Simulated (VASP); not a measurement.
# Pt (Fm-3m) in VASP: further runs

One crystal, Pt, is run at these levels: RPBE, r2SCAN+U; tasks: single point.

Program: VASP 6.6.1. These are calculated values, not measurements. Logs are shortened: lines on timing, memory, paths and dates and some standing lists are left out, and cuts for length are marked.

**1. The crystal as given**

Symmetry: Fm-3m, No. 225, cubic system. The conventional cell has a = 3.922 Å, b = 3.922 Å, c = 3.922 Å, α = 90.00°, β = 90.00°, γ = 90.00°. Pt (site symmetry m-3m) is surrounded by 12 Pt at 2.77 Å.

**2. Single point, RPBE**

The input, run.py:

```python
from ase.calculators.vasp import Vasp
from ase.dft.bandgap import bandgap
from ase.io import read

atoms = read('Pt.cif')
calc = Vasp(
    directory='calc',
    xc='rpbe',
    pp='PBE',
    setups='recommended',
    pp_version='54',
    prec='Accurate',
    encut=520,
    ediff=1e-06,
    ismear=0,
    sigma=0.02,
    lreal=False,
    lasph=True,
    nelm=80,
    algo='Normal',
    isif=2,
    lwave=False,
    lcharg=False,
    kpts=[12, 12, 12],
    gamma=True,
)
atoms.calc = calc

print('energy (eV):', atoms.get_potential_energy())
print('free energy (eV):', atoms.get_potential_energy(force_consistent=True))
print('forces (eV/A):')
print(atoms.get_forces())
print('stress (eV/A^3, Voigt):', atoms.get_stress())
print('Fermi level (eV):', calc.get_fermi_level())
gap, top, bottom = bandgap(calc)
print('band gap (eV):', gap, 'from (spin, k, band)', top, 'to', bottom)
```

The input, Pt.cif:

```cif
data_Pt
_cell_length_a 2.77313137
_cell_length_b 2.77313137
_cell_length_c 2.77313137
_cell_angle_alpha 60.00000000
_cell_angle_beta 60.00000000
_cell_angle_gamma 60.00000000
_space_group_name_H-M_alt 'P1'
_space_group_name_Hall 'P 1'
_space_group_IT_number 1
loop_
_space_group_symop_operation_xyz
'x,y,z'
loop_
_atom_site_label
_atom_site_type_symbol
_atom_site_symmetry_multiplicity
_atom_site_Wyckoff_symbol
_atom_site_fract_x
_atom_site_fract_y
_atom_site_fract_z
_atom_site_occupancy
Pt1 Pt 1 a 0.0000000000 0.0000000000 0.0000000000 1
```

Potentials or basis: VASP PAW PBE potentials, release 54 (Pt).

On the command line:

```bash
$ python run.py
```

The program printed:

```text
energy (eV): -5.42569444
free energy (eV): -5.42628138
forces (eV/A):
[[0. 0. 0.]]
stress (eV/A^3, Voigt): [-0.08682306 -0.08682306 -0.08682306  0.         -0.         -0.        ]
Fermi level (eV): 11.37481402
band gap (eV): 0.0 from (spin, k, band) (None, None, None) to (None, None, None)
```

OUTCAR:

```text
ENCUT = 520.000000
   EDIFF = 1.00e-06
   GGA = RP
   PREC = Accurate
   ISIF = 2
   ISMEAR = 0
   NELM = 80
   LASPH = .TRUE.
   LREAL = .FALSE.

 ion  position               nearest neighbor table
   1  0.000  0.000  0.000-

  LATTYP: Found a face centered cubic cell.
 ALAT       =     3.9217999937

  Lattice vectors:

 A1 = (   2.7731313700,   0.0000000000,   0.0000000000)
 A2 = (   1.3865656850,   2.4016022145,   0.0000000000)
 A3 = (   1.3865656850,   0.8005340715,   2.2642522821)

Analysis of symmetry for initial positions (statically):
=====================================================================
 Subroutine PRICEL returns:
 Original cell was already a primitive cell.

 Routine SETGRP: Setting up the symmetry group for a
 face centered cubic supercell.

 Subroutine GETGRP returns: Found 48 space group operations
 (whereof 48 operations were pure point group operations)
 out of a pool of 48 trial point group operations.

The static configuration has the point symmetry O_h .

Analysis of symmetry for dynamics (positions and initial velocities):
=====================================================================
 Subroutine PRICEL returns:
 Original cell was already a primitive cell.

 Routine SETGRP: Setting up the symmetry group for a
 face centered cubic supercell.

 Subroutine GETGRP returns: Found 48 space group operations
 (whereof 48 operations were pure point group operations)
 out of a pool of 48 trial point group operations.

The dynamic configuration has the point symmetry O_h .

 Subroutine INISYM returns: Found 48 space group operations
 (whereof 48 operations are pure point group operations),
[... 126 lines left out ...]
 Gauss-broadening in eV      SIGMA  =   0.02
  energy-cutoff  :      520.00
  volume of cell :       15.08
 maximum number of plane-waves:       419
 NGX is ok and might be reduce to    24
   NGX = 11   NGY = 11   NGZ = 11

 number of electron      10.0000000 magnetization

 Free energy of the ion-electron system (eV)
  ---------------------------------------------------
  ext. energy  EPLUGINS =         0.00000000
  ---------------------------------------------------
  free energy    TOTEN  =        -5.42628138 eV

  energy without entropy =       -5.42510750  energy(sigma->0) =       -5.42569444

 E-fermi :  11.3748     XC(G=0): -13.4338

 val. band max:       11.3721283581   @ k =  -0.4167   0.4167   0.1667
 cond. band min:      11.3779292924   @ k =   0.4167   0.3333   0.0000
 fundamental gap:      0.0058009343
 Fermi energy:        11.3748140154

 k-point     1 :       0.0000    0.0000    0.0000
  band No.  band energies     occupation
      1       1.1632      2.00000
      2       7.5759      2.00000
      3       7.5759      2.00000
      4       7.5759      2.00000
      5       9.7222      2.00000
      6       9.7222      2.00000
      7      25.9628      0.00000
      8      30.9519      0.00000
      9      30.9519      0.00000
[... 265 lines left out ...]
 k-point    24 :      -0.4167    0.1667   -0.0000
  band No.  band energies     occupation
      1       4.8606      2.00000
      2       6.9309      2.00000
      3       8.1893      2.00000
      4       8.4857      2.00000
      5      11.0607      2.00000
      6      14.3972      0.00000
      7      17.4126      0.00000
      8      26.1643      0.00000
      9      28.2714      0.00000

 [... further k-points ...]

------------------------ aborting loop because EDIFF is reached ----------------------------------------

  FORCE on cell =-STRESS in cart. coord.  units (eV):
  Direction    XX          YY          ZZ          XY          YZ          ZX
  --------------------------------------------------------------------------------------
  -------------------------------------------------------------------------------------
  Total        1.3092761      1.3092761      1.3092761      0.0000000      0.0000000      0.0000000
  in kB      139.1058828    139.1058828    139.1058828      0.0000000      0.0000000      0.0000000
  external PRESSURE =     139.1058828 kB  Pullay stress =       0.0000000 kB

 VOLUME and BASIS-vectors are now :
 -----------------------------------------------------------------------------
  energy-cutoff  :      520.00
  volume of cell :       15.08
      direct lattice vectors                 reciprocal lattice vectors
     2.773131370  0.000000000  0.000000000     0.360603183 -0.208194345 -0.147215633
     1.386565685  2.401602214  0.000000000     0.000000000  0.416388690 -0.147215633
     1.386565685  0.800534071  2.264252282     0.000000000  0.000000000  0.441646899

 POSITION                                       TOTAL-FORCE (eV/Angst)
 -----------------------------------------------------------------------------------
      0.00000      0.00000      0.00000         0.000000      0.000000      0.000000
 -----------------------------------------------------------------------------------
    total drift:                               -0.000000     -0.000000     -0.000000

  FREE ENERGIE OF THE ION-ELECTRON SYSTEM (eV)
  ---------------------------------------------------
  free  energy   TOTEN  =        -5.4262813808 eV

  energy  without entropy=       -5.4251074974  energy(sigma->0) =       -5.42569444
```

INCAR:

```text
ENCUT = 520.000000
SIGMA = 0.020000
EDIFF = 1.00e-06
ALGO = Normal
GGA = RP
PREC = Accurate
ISIF = 2
ISMEAR = 0
NELM = 80
LASPH = .TRUE.
LCHARG = .FALSE.
LWAVE = .FALSE.
LREAL = .FALSE.
```

It took 6 s on 1 thread of Intel Xeon 6975P-C (Granite Rapids), shared host; peak memory 0.14 GiB.

Results:

| Property | Result |
| --- | --- |
| Free energy | -5.4263 eV |
| Pressure | 13.9 GPa |
| Band gap on the k mesh | none (metal or under the smearing width) |

Caveat: the PAW data sets were made with another functional, which shifts forces and pressure a little.

**3. Single point, r2SCAN+U**

The input, INCAR:

```
PREC = Accurate ; ENCUT = 520
EDIFF = 1E-6 ; ISMEAR = 1
SIGMA = 0.2 ; LREAL = F
LASPH = T ; NELM = 100
ALGO = Normal ; ISIF = 2
LWAVE = F ; LCHARG = F
LMAXMIX = 4 ; LDAU = T
LDAUTYPE = 1 ; LDAUL = 2
LDAUU = 4 ; LDAUJ = 1
LDAUPRINT = 1 ; METAGGA = R2SCAN
LMIXTAU = T ; NBANDS = 11
```

The input, KPOINTS:

```
Automatic mesh
0
Gamma
  12 12 12
```

The input, POSCAR:

```
Pt
1.0
    0.0000000000      1.9609000000      1.9609000000
    1.9609000000      0.0000000000      1.9609000000
    1.9609000000      1.9609000000      0.0000000000
Pt
1
Direct
    0.0000000000      0.0000000000      0.0000000000
```

Potentials or basis: VASP PAW PBE potentials, release 64 (Pt).

On the command line:

```bash
$ cat potpaw_PBE.64/Pt/POTCAR > POTCAR
$ mpirun -np 1 vasp_std > vasp.out
```

Wall time 20 s (1 thread of Intel Xeon 6975P-C (Granite Rapids), shared host); peak memory 0.15 GiB.

The run converged. Its results:

```
Free energy            : -49.3452 eV
Pressure               : -4.0 GPa
Band gap on the k mesh : none (metal or under the smearing width)
```

Levels at points of the mesh, in eV from the Fermi level:
| k point | band 3 | band 4 | band 5 | band 6 | band 7 | band 8 |
| --- | --- | --- | --- | --- | --- | --- |
| (0.00, 0.00, 0.00) | -3.90 | -3.90 | -2.00 | -2.00 | 16.30 | 21.44 |
| (0.50, 0.00, 0.00) | -4.16 | -0.04 | -0.04 | 0.57 | 6.62 | 15.93 |
| (0.50, 0.50, 0.00) | -0.30 | 0.56 | 0.56 | 2.83 | 9.81 | 12.86 |

Eigenvalues of the final occupation matrices:
| site | spin | trace | eigenvalues |
| --- | --- | --- | --- |
| site 1 d | 1 | 4.18 | 0.80 0.80 0.80 0.89 0.89 |
| site 1 d | 2 | 4.18 | 0.80 0.80 0.80 0.89 0.89 |

Caveat: the PAW data sets were made with another functional, which shifts forces and pressure a little; U without spin polarisation on a metal has little footing; the U is typed as a test and isn't derived for this compound.

**4. The reference run**

An earlier run on the cell as given: functional PBE; potentials or basis VASP PAW PBE potentials, release 64 (Pt); cutoff 520 eV; k mesh 12 × 12 × 12; occupations fermi-dirac, width 0.05 eV; no spin polarisation.

* Pressure: 9.7 GPa
* Band gap on the k mesh: none (metal or under the smearing width)

**5. Summary**

```tsv
level	potentials or basis	U	smearing	LDAUTYPE	hund's J	gap on the mesh (eV)	pressure (GPa)
RPBE	VASP PAW PBE potentials, release 54 (Pt)	-	gaussian 0.02 eV	-	-	none	13.9
r2SCAN+U	VASP PAW PBE potentials, release 64 (Pt)	Pt d U = 4 eV, J = 1.0 eV	methfessel-paxton 0.2 eV	1	1	none	-4.0
PBE	VASP PAW PBE potentials, release 64 (Pt)	-	fermi-dirac 0.05 eV	-	-	none	9.7
```

Alike in all rows: task single point; no spin polarisation; cell as given; k mesh 12 × 12 × 12; cutoff (eV) 520.

Caveats: the PAW data sets were made with another functional, which shifts forces and pressure a little (some runs); U without spin polarisation on a metal has little footing (some runs); the U is typed as a test and isn't derived for this compound (some runs).

Absolute energies hang on the potentials; compare differences alone.
